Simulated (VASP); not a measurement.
The system is BaTiO3.

```
Ba Ti O
1.0
     3.99980    0.00000    0.00000
     0.00000    3.99980    0.00000
     0.00000    0.00000    4.01800
Ba Ti O
1 1 3
Direct
  0.00000 0.00000 0.00000
  0.50000 0.50000 0.49000
  0.00000 0.50000 0.51700
  0.50000 0.00000 0.51700
  0.50000 0.50000 0.01900
```

* Program: VASP 6.6.1
* Task: relaxation of cell and atoms
* Functional: PBE
* Dispersion: rVV10
* Potentials or basis: VASP PAW PBE potentials, release 64 (Ba_sv, Ti_sv, O)
* Cutoff: 600 eV
* k mesh: 7 × 7 × 7
* Occupations: fermi-dirac, width 0.05 eV
* Spin: no spin polarisation

At the start: pressure 2.3 GPa; volume 12.86 Å³/atom.

Question: How do energy, volume and symmetry change on relaxing?

Answer: Over 21 steps the energy falls by 5.0 meV/atom and the volume is 13.21 Å³/atom (+2.8 %); space group P4mm (No. 99, to 0.05 Å).

The path:
```csv
step,energy change (eV),largest force (eV/Å),pressure (GPa),volume (Å³)
1,0.0000,0.2487,2.29,64.28
2,-0.0076,0.3012,-1.86,66.01
3,-0.0100,0.2799,-0.54,65.43
4,-0.0159,0.1531,-0.20,65.46
5,-0.0183,0.1071,0.33,65.51
6,-0.0215,0.1043,-0.03,65.84
7,-0.0221,0.1208,-0.22,66.04
8,-0.0240,0.0855,0.21,65.86
9,-0.0242,0.0672,0.43,65.77
10,-0.0245,0.1035,-0.44,66.15
11,-0.0248,0.0689,-0.10,66.00
12,-0.0250,0.0251,0.03,66.00
13,-0.0250,0.0183,0.01,66.00
14,-0.0250,0.0103,0.02,66.01
15,-0.0250,0.0170,0.00,66.02
16,-0.0251,0.0109,0.04,66.02
17,-0.0251,0.0076,0.08,66.02
18,-0.0251,0.0035,0.05,66.05
19,-0.0250,0.0100,-0.11,66.14
20,-0.0251,0.0035,-0.05,66.09
21,-0.0251,0.0029,-0.02,66.07
```

Final structure:
```
CELL_PARAMETERS angstrom
3.99411 0.00000 0.00000
0.00000 3.99411 0.00000
0.00000 0.00000 4.14173
ATOMIC_POSITIONS crystal
Ba 0.00000 0.00000 0.99575
Ti 0.50000 0.50000 0.47722
O 0.00000 0.50000 0.51783
O 0.50000 0.00000 0.51783
O 0.50000 0.50000 0.03436
```
